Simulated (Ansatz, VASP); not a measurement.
## Two plane-wave programs on MnO (Manganosite)

```
CELL_PARAMETERS angstrom
0.00000 2.22300 2.22300
2.22300 0.00000 2.22300
2.22300 2.22300 0.00000
ATOMIC_POSITIONS crystal
Mn 0.00000 0.00000 0.00000
O 0.50000 0.50000 0.50000
```

Alike in both runs: task single point; functional PBE; k mesh 5 × 5 × 5; occupations gaussian, width 0.05 eV; collinear spin; Hubbard terms Mn d U = 3.9 eV.

```csv
,VASP,Ansatz
version,VASP 6.6.1,Ansatz 0.2.0
potentials or method,"VASP PAW PBE potentials, release 64 (Mn_pv, O)","scalar-relativistic, plane waves, PAW"
plane-wave cutoff (eV),520,420
valence electrons in the cell,19,21
```

VASP gave:

- gap on the k mesh at the Fermi level (eV): 0.39
- least direct gap on the mesh (eV): 2.69
- pressure (GPa): 7.6
- net moment per atom (μB): 2.50
- size of the moment on the site where the two differ most (μB): 4.62

Question: What did Ansatz give for the same quantities?

Answer: gap on the k mesh at the Fermi level (eV): 0.31; least direct gap on the mesh (eV): 2.58; pressure (GPa): 9.3; net moment per atom (μB): 2.50; size of the moment on the site where the two differ most (μB): 4.28.

Site moments also hang on the region over which each program counts them. The programs project onto different local orbitals, so the same U acts differently. The two sets of potentials don't hold the same shells in valence.

Caveats: the k mesh is coarse (spacing up to 0.49 Å⁻¹), so the values aren't converged; an odd mesh through Γ misses points on the zone boundary, where band edges often lie; a cell with one magnetic atom can't hold antiferromagnetic order, which such compounds often take. The state reached can hang on the start; a lower one may exist.
